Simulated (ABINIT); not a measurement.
Ta:

```
CELL_PARAMETERS angstrom
-1.65128 1.65128 1.65128
1.65128 -1.65128 1.65128
1.65128 1.65128 -1.65128
ATOMIC_POSITIONS crystal
Ta 0.00000 0.00000 0.00000
```

Base run:

* Program: ABINIT 10.8.3 (patched build)
* Functional: rPW86PBE
* Potentials or basis: JTH PAW PBE v2.0
* Cutoff: 517 eV
* k mesh: 11 × 11 × 11
* Occupations: fermi-dirac, width 0.05 eV
* Spin: spin-orbit coupling, no magnetisation

Its results: band gap on the k mesh none (metal or under the smearing width); pressure 9.8 GPa.

Q: After a change of settings the same cell gave: band gap on the k mesh none (metal or under the smearing width); pressure 4.9 GPa. Which change was it?
A. functional from rPW86PBE to BP86
B. functional from rPW86PBE to BLYP
C. functional from rPW86PBE to revPBE; spin from spin-orbit coupling, no magnetisation to no spin polarisation

A: C.

Caveats: the PAW data sets were made with another functional, which shifts forces and pressure a little; spin-orbit coupling is left out, which moves the levels of the heavy elements (some runs).

Runs at the PBE level aren't shown here.
